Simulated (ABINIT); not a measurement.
The system is Hf.

```
CELL_PARAMETERS angstrom
3.19670 0.00000 0.00000
-1.59835 2.76842 0.00000
0.00000 0.00000 5.05780
ATOMIC_POSITIONS crystal
Hf 0.66667 0.33333 0.75000
Hf 0.33333 0.66667 0.25000
```

Base run:

```yaml
Program: ABINIT 10.8.3 (patched build)
Functional: PBE
Potentials_or_basis: JTH PAW PBE v2.0
Cutoff: 626 eV
k_mesh: 10 × 10 × 5
Occupations: fermi-dirac, width 0.05 eV
Spin: no spin polarisation
```

Its results: band gap on the k mesh none (metal or under the smearing width); pressure 0.2 GPa.

Q: The run is repeated on the same cell with these changes: functional from PBE to PBEsol. What comes out?

A: Band gap on the k mesh none (metal or under the smearing width); pressure -4.2 GPa.

PBEsol binds more tightly than PBE, so the same cell stands under less pressure.

Caveats: spin-orbit coupling is left out, which moves the levels of the heavy elements; the PAW data sets were made with another functional, which shifts forces and pressure a little (some runs).
